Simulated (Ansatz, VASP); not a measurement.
One calculation of Bi2Te3 (base), two programs

```
CELL_PARAMETERS angstrom
2.22415 1.28411 10.68258
-2.22415 1.28411 10.68258
0.00000 -2.56823 10.68258
ATOMIC_POSITIONS crystal
Bi 0.39743 0.39743 0.39743
Bi 0.60257 0.60257 0.60257
Te 0.00000 0.00000 0.00000
Te 0.21561 0.21561 0.21561
Te 0.78439 0.78439 0.78439
```

Alike in both runs: functional PBE; k mesh 9 × 9 × 9; occupations gaussian, width 0.01 eV; no spin polarisation.

Ansatz relaxed the structure, and its values are those at the end. VASP's run is a single point on that final structure, the one shown.

|  | VASP | Ansatz |
| --- | --- | --- |
| version | VASP 6.6.1 | Ansatz 0.2.0 |
| potentials or method | VASP PAW PBE potentials, release 64 (Bi_d, Te) | scalar-relativistic, plane waves, PAW |
| plane-wave cutoff (eV) | 520 | 420 |
| valence electrons in the cell | 48 | 78 |

VASP gave:

```
gap on the k mesh at the Fermi level (eV) : 0.51
least direct gap on the mesh (eV)         : 0.51
pressure (GPa)                            : 0.0
rms of the force components (eV/Å)        : 0.004
```

Task: Which values does Ansatz return?

Result: gap on the k mesh at the Fermi level (eV): 0.52; least direct gap on the mesh (eV): 0.52; pressure (GPa): 0.0; rms of the force components (eV/Å): 0.000.

The two sets of potentials don't hold the same shells in valence.

Caveats: spin-orbit coupling is left out, which as a rule narrows the gap of such compounds by several tenths of an eV; an odd mesh through Γ misses points on the zone boundary, where band edges often lie.
